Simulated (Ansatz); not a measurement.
## ZrSe2: equation of state with PBEsol

The system is ZrSe2.

```
CELL_PARAMETERS angstrom
3.79800 0.00000 0.00000
-1.89900 3.28916 0.00000
0.00000 0.00000 6.19200
ATOMIC_POSITIONS crystal
Zr 0.00000 0.00000 0.00000
Se 0.66667 0.33333 0.75000
Se 0.33333 0.66667 0.25000
```

- Program: Ansatz 0.2.0
- Task: equation of state
- Functional: PBEsol
- Potentials or basis: Ansatz PAW
- Cutoff: 420 eV
- Density cutoff: 1680 eV
- k mesh: 8 × 8 × 5
- Occupations: fermi-dirac, width 0.05 eV
- Spin: spin-orbit coupling, no magnetisation

The equilibrium volume is 25.39 Å³/atom. The bulk modulus at fixed shape and positions is 81 GPa. The pressure derivative of the bulk modulus is 4.1.

Energy against volume, from the lowest point:
| volume (Å³/atom) | energy (meV/atom) |
| --- | --- |
| 24.237 | 14.32 |
| 24.753 | 4.14 |
| 25.268 | 0.00 |
| 25.784 | 1.31 |
| 26.300 | 7.55 |
| 26.815 | 18.22 |
| 27.331 | 32.89 |

All runs of the series together: 2.6 min on 2 threads of Arm Neoverse V1, with other jobs on the host.

Caveat: the cell was scaled at fixed shape and fractional positions, which overstates the stiffness of a crystal with free parameters, most of all of layers and chains; this functional lacks dispersion, which binds the layers, so the pressure and a relaxed spacing across them are unreliable.
